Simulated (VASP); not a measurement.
**PbSe (Clausthalite): single point with PBE**

**The experiment to reproduce.**

A printed reference work, monograph reports, for a bulk crystal of PbSe at 4.2 K: band gap 0.15 eV (direct).

PbSe (Clausthalite):

```
Pb Se
1.0
     0.00000    3.06065    3.06065
     3.06065    0.00000    3.06065
     3.06065    3.06065    0.00000
Pb Se
1 1
Cartesian
  0.0000 0.0000 0.0000
  3.0606 3.0606 3.0606
```

```yaml
Program: VASP 6.6.1
Task: single point
Functional: PBE
Potentials_or_basis: VASP PAW PBE potentials, release 64 (Pb_d, Se)
Cutoff: 520 eV
k_mesh: 8 × 8 × 8
Occupations: gaussian, width 0.023 eV
Spin: no spin polarisation
```

```yaml
Pressure: 2.4 GPa
Band_gap_on_the_k_mesh: 0.29 eV, direct
```

Levels at points of the mesh, in eV from the valence-band top:
```csv
k point,band 8,band 9,band 10,band 11,band 12,band 13
"(0.00, 0.00, 0.00)",-1.88,-1.88,-1.88,4.71,4.71,4.71
"(0.50, 0.00, 0.00)",-1.47,-1.47,0.00,0.29,1.70,1.70
"(0.50, 0.50, 0.00)",-4.98,-3.24,-3.24,3.69,5.61,5.61
```

Run time: 10 s on 1 thread of Intel(R) Xeon(R) 6975P-C (Granite Rapids) (shared host), peak memory 0.19 GiB.

Against the measured gap of PbSe, 0.15 eV (direct; 4.2 K; a printed reference work, monograph), the calculated 0.29 eV is off by +0.14 eV. 2 values of this kind are on record (0.15 to 0.28 eV); this one was drawn at random. Spin-orbit coupling on Pb, Se is left out. The value is that of PBE on a finite k mesh, which can miss the band edges, without temperature or zero-point motion.

Caveat: spin-orbit coupling is left out, which as a rule narrows the gap of such compounds by several tenths of an eV.
